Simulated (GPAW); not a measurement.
Wanted: an ASE script for a GPAW 26.7.0 run.

```
Task                : single point
Functional          : PBE
Potentials or basis : GPAW PAW data sets (gpaw-data 1.2.1)
Cutoff              : 600 eV
Basis               : pw
k mesh              : 11 × 11 × 11
Occupations         : gaussian, width 0.02 eV
Spin                : no spin polarisation
Maxiter             : 150
```

The structure of Ti lies in Ti.xyz:

```xyz
1
Lattice="-1.6410000000 1.6410000000 1.6410000000 1.6410000000 -1.6410000000 1.6410000000 1.6410000000 1.6410000000 -1.6410000000" Properties=species:S:1:pos:R:3 pbc="T T T"
Ti     0.0000000000      0.0000000000      0.0000000000
```

This isn't the form of Ti at room conditions, which is hcp.

These files were run (other wordings do the same):

run.py

```python
from ase.dft.bandgap import bandgap
from ase.io import read, write
from ase.units import Bohr, GPa
from gpaw import GPAW, PW
from gpaw.elf import elf_from_dft_calculation

atoms = read('Ti.xyz')

calc = GPAW(mode=PW(600),
            xc='PBE',
            kpts={'size': (11, 11, 11), 'gamma': True},
            occupations={'name': 'methfessel-paxton', 'order': 0, 'width': 0.02},
            nbands=14,
            convergence={'density': 1e-05, 'energy': 1e-05},
            maxiter=150,
            txt='gpaw.txt')
atoms.calc = calc
energy = atoms.get_potential_energy()
forces = atoms.get_forces()
stress = atoms.get_stress()
calc.write('gs.gpw')
write('result.traj', atoms)
print(f'Energy: {energy:.6f} eV')
print('Forces (eV/A):')
print(forces.round(4))
print('Stress (GPa):', (stress / GPa).round(3))
print('Fermi level:', round(calc.get_fermi_level(), 4), 'eV')
print(f'Gap: {bandgap(calc)[0]:.4f} eV, direct: {bandgap(calc, direct=True)[0]:.4f} eV')

# fields on the real-space grid
write('density.cube', atoms, data=calc.get_pseudo_density() * Bohr**3)
write('potential.cube', atoms, data=calc.get_electrostatic_potential())
write('elf.cube', atoms, data=elf_from_dft_calculation(calc).data)
```

Potentials or basis: GPAW PAW data sets (gpaw-data 1.2.1), pw.

Launch:

```sh
$ OMP_NUM_THREADS=1 python run.py
```

Results of the run:

```yaml
Pressure: -3.4 GPa
Band_gap_on_the_k_mesh: none (metal or under the smearing width)
```

Wall time 13 s on 1 thread of Arm Neoverse V1 (shared host), peak memory 0.14 GiB.
